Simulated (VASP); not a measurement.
```
CELL_PARAMETERS angstrom
      0.00000     3.01560     3.01560
      3.01560     0.00000     3.01560
      3.01560     3.01560     0.00000
ATOMIC_POSITIONS crystal
  Al 0.00000 0.00000 0.00000
  Sb 0.25000 0.25000 0.25000
```

The numbers are results of PBE GGA with D3 dispersion (Becke-Johnson damping), VASP's PBE PAW potentials (set 64) (plane waves; VASP), not measurements. Settings: 520 eV cut-off, 8×8×8 Γ-centred mesh, Gaussian smearing of 0.050 eV, potentials Al Sb.

Give the stress tensor in GPa (positive for a compressed cell).

```
3.87  0.00  0.00
0.00  3.87  0.00
0.00  0.00  3.87
```
The pressure is its mean diagonal, 3.87 GPa.

The compound is AlSb in the zinc blende structure. This cell is one point of a volume scan, at 0.94 of the reference volume.
